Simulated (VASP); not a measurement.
## HfO2: single point with r2SCAN

**Measured values to compare with.**

From “Temperature dependence of self-trapped exciton luminescence in nanostructured hafnia powder”, 2021, arxiv:2112.02602, for a bulk crystal of HfO2: band gap 5.54 eV (indirect).

Crystal: HfO2.

```xyz
12
Lattice="5.1180 0.0000 0.0000 0.0000 5.1857 0.0000 -0.8587 0.0000 5.2139" Properties=species:S:1:pos:R:3 pbc="T T T"
Hf    1.2314    0.2059    1.0845
Hf    3.4573    2.7987    1.5224
Hf    3.0279    4.9798    4.1294
Hf    0.8021    2.3870    3.6914
O     1.8842    3.9313    2.5032
O     2.8045    1.3384    0.1038
O     2.3751    1.2544    2.7107
O     1.4549    3.8473    5.1101
O     0.0821    1.7196    1.8076
O     4.6066    4.3124    0.7993
O     4.1773    3.4661    3.4062
O    -0.3473    0.8733    4.4146
```

| Property | Result |
| --- | --- |
| Program | VASP 6.6.1 |
| Task | single point |
| Functional | r2SCAN |
| Potentials or basis | VASP PAW PBE potentials, release 64 (Hf_pv, O) |
| Cutoff | 520 eV |
| k mesh | 4 × 4 × 4 |
| Occupations | gaussian, width 0.05 eV |
| Spin | no spin polarisation |

```yaml
Pressure: -3.1 GPa
Largest_force: 0.435 eV/Å
Band_gap_on_the_k_mesh: 4.62 eV, indirect (least direct gap 4.71 eV)
```

Forces on the atoms (eV/Å):
```
Hf   0.072  0.029 -0.017
Hf  -0.072  0.029  0.017
Hf  -0.072 -0.029  0.017
Hf   0.072 -0.029 -0.017
O   -0.066 -0.034 -0.104
O    0.066 -0.034  0.104
O    0.066  0.034  0.104
O   -0.066  0.034 -0.104
O   -0.389  0.182 -0.072
O    0.389  0.182  0.072
O    0.389 -0.182  0.072
O   -0.389 -0.182 -0.072
```

Stress tensor (GPa, compression positive):
```
-3.09  0.00  0.13
 0.00 -3.94  0.00
 0.13  0.00 -2.30
```

Levels at points of the mesh, in eV from the valence-band top:
| k point | band 41 | band 42 | band 43 | band 44 | band 45 | band 46 | band 47 | band 48 |
| --- | --- | --- | --- | --- | --- | --- | --- | --- |
| (0.00, 0.00, 0.00) | -0.56 | -0.55 | -0.19 | 0.00 | 5.04 | 5.63 | 5.78 | 6.02 |
| (0.50, 0.00, 0.00) | -0.72 | -0.58 | -0.51 | -0.09 | 4.62 | 5.67 | 5.76 | 5.81 |
| (0.00, 0.50, 0.00) | -0.81 | -0.81 | -0.45 | -0.45 | 5.61 | 5.61 | 6.10 | 6.10 |
| (0.50, 0.50, 0.00) | -0.92 | -0.92 | -0.60 | -0.60 | 5.32 | 5.32 | 5.79 | 5.79 |
| (0.00, 0.00, 0.50) | -0.86 | -0.86 | -0.50 | -0.50 | 5.28 | 5.28 | 5.75 | 5.75 |
| (0.50, 0.00, 0.50) | -1.00 | -1.00 | -0.51 | -0.51 | 4.93 | 4.93 | 6.07 | 6.07 |
| (0.00, 0.50, 0.50) | -0.93 | -0.93 | -0.65 | -0.65 | 5.48 | 5.48 | 5.63 | 5.63 |
| (0.50, 0.50, 0.50) | -1.06 | -1.06 | -0.76 | -0.76 | 5.09 | 5.09 | 5.81 | 5.81 |

Run time: 12 min on 1 thread of AMD EPYC 9R45 96-Core Processor (Zen 5) (shared host), peak memory 0.34 GiB.

Measured gap of HfO2: 5.54 eV (indirect; quoted in “Temperature dependence of self-trapped exciton luminescence in nanostructured hafnia powder”, 2021, arxiv:2112.02602). This calculation gives 4.62 eV (-0.92 eV). Spin-orbit coupling on Hf is left out. The value is that of r2SCAN on a finite k mesh, which can miss the band edges, without temperature or zero-point motion.

Caveat: the PAW data sets were made with another functional, which shifts forces and pressure a little; spin-orbit coupling is left out, which moves the levels of the heavy elements.
